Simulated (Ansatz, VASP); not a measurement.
One calculation of Mn3Sn, two programs

```
Sn Mn
1.0
     0.00000    3.06050    3.06050
     3.06050    0.00000    3.06050
     3.06050    3.06050    0.00000
Sn Mn
1 3
Direct
  0.00292 0.98990 0.99952
  0.49441 0.50460 0.49540
  0.25098 0.23994 0.27029
  0.74110 0.74473 0.75445
```

Change from the starting cell: atoms moved at random, drawn with an rms of 0.05 Å.

Alike in both runs: task single point; functional PBE; k mesh 8 × 8 × 8; occupations fermi-dirac, width 0.05 eV; collinear spin, ferromagnetic start.

```csv
,VASP,Ansatz
version,VASP 6.6.1,Ansatz 0.2.0
potentials or method,"VASP PAW PBE potentials, release 64 (Sn_d, Mn_pv)",Ansatz PAW
plane-wave cutoff (eV),520,420
valence electrons in the cell,53,59
```

Ansatz gave:

* gap on the k mesh at the Fermi level (eV): none
* pressure (GPa): 1.0
* largest component of the traceless stress (GPa): 1.49
* rms of the force components (eV/Å): 0.270
* net moment per atom (μB): 1.77
* size of the moment on the site where the two differ most (μB): 0.05

Estimate VASP's values.

gap on the k mesh at the Fermi level (eV): none; pressure (GPa): 1.1; largest component of the traceless stress (GPa): 1.49; rms of the force components (eV/Å): 0.271; net moment per atom (μB): 1.78; size of the moment on the site where the two differ most (μB): 0.11.

Site moments also hang on the region over which each program counts them. Atom by atom the forces differ by 0.002 eV/Å (rms over components). A gap of «none» marks a metal or a gap that the smearing closes. The two sets of potentials don't hold the same shells in valence.
